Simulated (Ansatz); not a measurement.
**Ligand exchange: C3H6O + CH8O2Si2 → C2H4O2 + C2H10OSi2**

Species: C3H6O (acetone) `CC(C)=O`, singlet; CH8O2Si2 `O[SiH2]C[SiH2]O`, singlet; C2H4O2 (acetic acid) `CC(=O)O`, singlet; C2H10OSi2 `C[SiH2]C[SiH2]O`, singlet. The partners trade CH3 for OH: C–CH3 and Si–OH bonds give way to C–OH and Si–CH3.

Shapes, held fixed at every level: PBE0-D4/def2-TZVP. Flexible molecules stand in one conformer, not always the lowest. Programs: Ansatz 0.2.0. Electronic energies: no zero-point or thermal term.

| level | kind | ΔE (kJ/mol) | less CCSD(T)/CBS estimate |
| --- | --- | --- | --- |
| HF/def2-TZVPP | Hartree–Fock | +62.9 | +0.2 |
| r2SCAN-D4/def2-TZVPP | meta-GGA | +50.3 | -12.4 |
| B3LYP-D4/def2-TZVPP | global hybrid | +57.5 | -5.2 |
| wB97X-V/def2-TZVPP | range-separated hybrid | +53.5 | -9.2 |
| B2PLYP/def2-TZVPP | double hybrid | +58.5 | -4.2 |
| CCSD/def2-TZVPP | coupled cluster or CI | +61.0 | -1.7 |
| CCSD(T)/CBS estimate | coupled cluster or CI | +62.7 | 0.0 |

The highest level, CCSD(T)/CBS estimate, gives ΔE = +62.7 kJ/mol; the levels span +50.3 to +62.9. The column of differences is taken from that level and isn't an error. No measured value is set beside it here. The CBS estimate extrapolates MP2 from def2-TZVPP and def2-QZVPP and adds CCSD(T) − MP2 in the triple-zeta set, cores frozen.
